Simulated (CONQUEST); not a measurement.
## Sb under changes of volume

One of the cells (30.206 Å³/atom); the others are scaled copies at fixed shape and fractional positions:

```
Sb
1.0
     4.30840    0.00000    0.00000
     0.00000    7.46237    0.00000
     0.00000    0.00000   11.27400
Sb
12
Direct
  0.00000 0.00000 0.23349
  0.00000 0.33333 0.90016
  0.00000 0.66667 0.56682
  0.50000 0.16667 0.56682
  0.50000 0.50000 0.23349
  0.50000 0.83333 0.90016
  0.00000 0.00000 0.76651
  0.00000 0.33333 0.43318
  0.00000 0.66667 0.09984
  0.50000 0.16667 0.09984
  0.50000 0.50000 0.76651
  0.50000 0.83333 0.43318
```

| Property | Result |
| --- | --- |
| Program | CONQUEST 1.3 |
| Functional | PBEsol |
| Potentials or basis | PseudoDojo NC PBEsol, DZP, grid of 48 × 72 × 108 points |
| k mesh | 6 × 4 × 3 |
| Occupations | fermi-dirac, width 0.05 eV |
| Spin | no spin polarisation |

```tsv
volume (Å³/atom)	energy over the lowest point (meV/atom)	pressure (GPa)	gap on the mesh (eV)	largest force (eV/Å)
28.393	?	?	?	?
28.998	15.18	3.3	0.14	0.521
29.602	4.84	2.0	0.17	0.405
30.206	0.35	0.6	0.19	0.289
30.810	0.00	-0.5	0.20	0.181
31.414	3.72	-1.5	0.20	0.088
32.018	11.19	-2.6	0.19	0.025
```

Q: What does the run at 28.393 Å³/atom give?

A: Energy over the lowest point 30.97 meV/atom; pressure 5.0 GPa; gap on the mesh 0.12 eV; largest force 0.660 eV/Å.

Worked out: A Birch-Murnaghan fit of order 3 (a polynomial in V^(-2/3)) to the other rows has its minimum at 30.53 Å³/atom with B0 = V·E''(V) = 57 GPa and B' = 6.0 at fixed shape and positions, which overstates the stiffness. It gives 31.39 meV/atom at 28.393 Å³/atom, against the run's 30.97, and -dE/dV = 5.2 GPa, against 5.0. A parabola through the other rows of the gap, of slope 2.27 eV per unit of ln V there, extrapolates to 0.10 eV, against the run's 0.12.

Energies are extrapolated to zero smearing.

Caveats: spin-orbit coupling is left out, which moves the levels of the heavy elements; an odd mesh through Γ misses points on the zone boundary, where band edges often lie; the basis of atomic orbitals isn't converged, which shifts pressures, moduli and gaps.
